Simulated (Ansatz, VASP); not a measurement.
# Two plane-wave programs on TiO2

The input INCAR:

```
ALGO     = Normal         # electronic algorithm
EDIFF    = 1E-7           # SCF threshold, eV
ENCUT    = 520            # plane-wave cutoff, eV
GGA      = PE             # functional
ISIF     = 2              # what is computed and relaxed
ISMEAR   = -1             # smearing method
LASPH    = T              # aspherical terms in the spheres
LCHARG   = F              # write CHGCAR
LREAL    = F              # projectors in reciprocal space
LWAVE    = F              # write WAVECAR
NBANDS   = 46             # bands
NELM     = 100            # most SCF steps
PREC     = Accurate       # precision mode
SIGMA    = 0.05           # smearing width, eV
```

The input KPOINTS:

```
k-points
0
Gamma
  6 6 5
```

File POSCAR:

```
TiO2
1.0
    5.5822227355      0.0000000000      0.0000000000
   -2.7911113678      4.8343466985      0.0000000000
    0.0000000000      0.0000000000      6.0824678800
Ti O
3 6
Direct
    0.4684250000     -0.0011830000      0.3381180000
    0.0010770000      0.4633610000      0.6636580000
    0.5442310000      0.5404190000     -0.0058530000
    0.5882390000      0.8622810000      0.1103600000
    0.7274070000      0.1449090000      0.5469100000
    0.2740950000      0.4148210000      0.7903840000
    0.8420230000      0.5669460000      0.8819520000
    0.1409980000      0.7319560000      0.4481020000
    0.4114730000      0.2703670000      0.2112110000
```

input.yaml

```yaml
crystal:
  lattice:
    - [5.5822227355, 0.0, 0.0]
    - [-2.7911113678, 4.8343466985, 0.0]
    - [0.0, 0.0, 6.08246788]
  atoms:
    - { symbol: Ti, position: [0.468425, -0.001183, 0.338118] }
    - { symbol: Ti, position: [0.001077, 0.463361, 0.663658] }
    - { symbol: Ti, position: [0.544231, 0.540419, -0.005853] }
    - { symbol: O, position: [0.588239, 0.862281, 0.11036] }
    - { symbol: O, position: [0.727407, 0.144909, 0.54691] }
    - { symbol: O, position: [0.274095, 0.414821, 0.790384] }
    - { symbol: O, position: [0.842023, 0.566946, 0.881952] }
    - { symbol: O, position: [0.140998, 0.731956, 0.448102] }
    - { symbol: O, position: [0.411473, 0.270367, 0.211211] }
hamiltonian:
  xc: pbe
  pseudopotentials: { kind: paw }
kpoints:
  mp_grid: { grid: [6, 6, 5] }
scf:
  occupations: { method: fermi_dirac, width: 0.05 }
output:
  forces: true
  stress: true
  eigenvalues: true
```

Change from the starting cell: atoms moved at random, drawn with an rms of 0.05 Å.

Alike in both runs: task single point; functional PBE; k mesh 6 × 6 × 5; occupations fermi-dirac, width 0.05 eV; no spin polarisation.

|  | VASP | Ansatz |
| --- | --- | --- |
| version | VASP 6.6.1 | Ansatz 0.2.0 |
| potentials or method | VASP PAW PBE potentials, release 64 (Ti_sv, O) | Ansatz PAW |
| plane-wave cutoff (eV) | 520 | 420 |
| valence electrons in the cell | 72 | 72 |

```csv
,VASP,Ansatz,Ansatz less VASP
gap on the k mesh at the Fermi level (eV),3.34,3.36,+0.025
least direct gap on the mesh (eV),3.35,3.38,+0.025
pressure (GPa),0.7,0.2,-0.45
largest component of the traceless stress (GPa),2.43,2.39,-0.044
rms of the force components (eV/Å),0.962,0.950,-0.0118
```

Atom by atom the forces differ by 0.024 eV/Å (rms over components).

Caveats: an odd mesh through Γ misses points on the zone boundary, where band edges often lie (VASP); odd divisions of the mesh miss points on the zone boundary, where band edges often lie, so the gap on the mesh can be too wide (Ansatz); the pressure holds a Pulay correction of +0.4 GPa for the finite cutoff (Ansatz).
